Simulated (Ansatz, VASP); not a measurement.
# Ge in VASP and in Ansatz

```
Ge
1.0
     2.74915    0.00000    0.00000
     0.00000    2.74915    0.00000
     0.00000    0.00000    2.74915
Ge
1
Direct
  0.00000 0.00000 0.00000
```

The cell was built by a generator and needn't be a form met in nature.

Alike in both runs: task relaxation of cell and atoms; functional PBEsol; k mesh 11 × 11 × 11; occupations fermi-dirac, width 0.1 eV; no spin polarisation.

|  | VASP | Ansatz |
| --- | --- | --- |
| version | VASP 6.6.1 | Ansatz 0.2.0 |
| potentials or method | VASP PAW PBE potentials, release 64 (Ge_d) | plane waves (420 eV) with PAW, scalar-relativistic |
| plane-wave cutoff (eV) | 600 | 420 |
| valence electrons in the cell | 14 | 14 |

|  | VASP | Ansatz | Ansatz less VASP |
| --- | --- | --- | --- |
| relaxed volume (Å³/atom) | 19.02 | 19.01 | -0.017 |
| relaxed cell length with the largest relative difference (Å) | 2.669 | 2.669 | -0.0008 |
| energy change over the relaxation (meV/atom) | -33 | -33 | -0.4 |

Ansatz warned: «pseudo_functional_mismatch».

Caveats: the PAW data sets were made with another functional, which shifts forces and pressure a little (VASP).
